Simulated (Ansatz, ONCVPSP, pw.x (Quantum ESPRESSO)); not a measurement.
**pw.x on bcc Tc: one setting changed**

Potential: optimised norm-conserving Vanderbilt (ONCV), ONCVPSP 4.0.1.1 (patched build), PBE; core [Ar] 3d10, reference 4s2 4p6 4d5 5s2; waves: 4s+5s: rc 1.95 bohr, ncon 4, nbas 8, qcut 5 1/bohr, 2 projectors; 4p: rc 1.55 bohr, ncon 3, nbas 8, qcut 10.7 1/bohr, 2 projectors, debl 1.5 Ha; 4d: rc 1.55 bohr, ncon 5, nbas 10, qcut 11.5 1/bohr, local; local part: the d channel; core correction: none. In the p channel the program set the typed energies aside and used -1.666, 0.250 Ha.

The reference run (k-mesh 15³, cutoffs 95/380 Ry, Fermi–Dirac 0.01 Ry, mixing_beta 0.4, conv_thr 1e-9, no spin) gives 0.88 GPa at 14.631 Å³/atom, where all-electron LAPW gives 0.42 GPa. This run, with its own iteration cap, changes smearing to mp.

```
&control
  calculation='scf', prefix='x', pseudo_dir='./', outdir='./tmp', tstress=.true., disk_io='none'
/
&system
  ibrav=0, nat=1, ntyp=1, ecutwfc=95, ecutrho=380, nbnd=15,
  occupations='smearing', smearing='mp', degauss=0.01
/
&electrons
  conv_thr=1e-09, mixing_beta=0.4, electron_maxstep=60
/
ATOMIC_SPECIES
Tc 1.0 Tc.UPF
CELL_PARAMETERS angstrom
  -1.54077068 1.54077068 1.54077068
  1.54077068 -1.54077068 1.54077068
  1.54077068 1.54077068 -1.54077068
ATOMIC_POSITIONS crystal
Tc 0.0000 0.0000 0.0000
K_POINTS automatic
15 15 15 0 0 0
```

```bash
pw.x < Tc.scf.in > Tc.scf.out
```

How does the run end?

It converges in 7 iterations; the free energy moves by +47.7 meV/atom and the pressure by -0.60 GPa. This scheme is built to cancel the term in the square of the width that Fermi–Dirac smearing leaves in the F of a metal.

```
Message from routine setup:
     using ibrav=0 with symmetry is DISCOURAGED, use correct ibrav instead
     lattice parameter (alat)  =       5.0431  a.u.
     unit-cell volume          =      98.7349 (a.u.)^3
     number of electrons       =        15.00
     number of Kohn-Sham states=           15
     kinetic-energy cutoff     =      95.0000  Ry
     charge density cutoff     =     380.0000  Ry
     scf convergence threshold =      1.0E-09
     Exchange-correlation= PBE
     number of k points=   120  Methfessel-Paxton smearing, width (Ry)=  0.0100
     iteration #  1     ecut=    95.00 Ry     beta= 0.40
     total energy              =    -162.68869659 Ry
     estimated scf accuracy    <       0.03625321 Ry
     iteration #  2     ecut=    95.00 Ry     beta= 0.40
     total energy              =    -162.69275905 Ry
     estimated scf accuracy    <       0.00241499 Ry
     iteration #  3     ecut=    95.00 Ry     beta= 0.40
     total energy              =    -162.69297271 Ry
     estimated scf accuracy    <       0.00041317 Ry
     iteration #  4     ecut=    95.00 Ry     beta= 0.40
     total energy              =    -162.69297958 Ry
     estimated scf accuracy    <       0.00000211 Ry
     iteration #  5     ecut=    95.00 Ry     beta= 0.40
     total energy              =    -162.69298020 Ry
     estimated scf accuracy    <       0.00000012 Ry
     iteration #  6     ecut=    95.00 Ry     beta= 0.40
     total energy              =    -162.69298021 Ry
     estimated scf accuracy    <          3.1E-09 Ry
     iteration #  7     ecut=    95.00 Ry     beta= 0.40
     the Fermi energy is    22.4746 ev
!    total energy              =    -162.69298021 Ry
     estimated scf accuracy    <          6.4E-11 Ry
     smearing contrib. (-TS)   =      -0.00007318 Ry
     The total energy is F=E-TS. E is the sum of the following terms:
     one-electron contribution =     -27.60442144 Ry
     hartree contribution      =      23.38925029 Ry
     xc contribution           =     -17.86470628 Ry
     ewald contribution        =    -140.61302961 Ry
     convergence has been achieved in   7 iterations
          total   stress  (Ry/bohr**3)                   (kbar)     P=        2.81
     Message from routine punch:
     Nothing written, as per user request (disk_io='none')
```

The run took about 31 s on one core of a shared host (Neoverse-N1, 64 threads, 124 GiB, load 55).
